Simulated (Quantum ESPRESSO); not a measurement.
Sr:

```
Sr
1.0
     0.00000    3.04235    3.04235
     3.04235    0.00000    3.04235
     3.04235    3.04235    0.00000
Sr
1
Direct
  0.00000 0.00000 0.00000
```

- Program: Quantum ESPRESSO 7.5
- Task: phonon dispersion
- Functional: LDA
- Potentials or basis: GBRV 1.5 LDA
- Cutoff: 612 eV
- Density cutoff: 4898 eV
- k mesh: 8 × 8 × 8
- Occupations: cold, width 0.2 eV
- Spin: no spin polarisation
- Form of the LDA correlation: PZ81
- Mixing beta: 0.5
- Most SCF iterations: 120
- SCF threshold: 2e-10 Ry
- q mesh: 2 × 2 × 2

The cell and the atoms were relaxed first, to 48.56 Å³/atom (a = 4.095 Å, b = 4.095 Å, c = 4.095 Å, α = 60.00°, β = 60.00°, γ = 60.00°), and the response was taken there.

Task: Is this structure dynamically stable at this level, and how far does the spectrum reach?

Result: Yes, as far as this q mesh shows: no mode on the path is imaginary. The highest frequency is 114 cm⁻¹.

Phonon frequencies at the corners of the path (cm⁻¹, interpolated; i marks imaginary ones):
```
point  frequencies
    Γ        0 0 0
    X    82 82 114
    W     79 97 97
    K    75 91 104
    L    53 53 103
    U    75 91 104
```

Harmonic thermodynamics per atom at this volume (zero-point energy 13.9 meV, Debye temperature from the second moment 144 K):
| T (K) | free energy (meV) | entropy (k_B) | heat capacity Cv (k_B) |
| --- | --- | --- | --- |
| 50 | 11.8 | 1.39 | 2.06 |
| 100 | 2.0 | 3.08 | 2.71 |
| 200 | -33.9 | 5.04 | 2.92 |
| 298.15 | -81.8 | 6.22 | 2.97 |
| 500 | -204.6 | 7.76 | 2.99 |
| 800 | -424.8 | 9.17 | 3.00 |

Phonon states per cell in windows of 10 cm⁻¹ (negative: imaginary):
```csv
from (cm⁻¹),total
0,0.00
10,0.01
20,0.04
30,0.09
40,0.18
50,0.39
60,0.49
70,0.56
80,0.40
90,0.43
100,0.37
110,0.02
```

A q mesh this small can miss soft modes between its points.

Caveat: the q mesh is small, so phonon branches between its points and thermal values are rough.
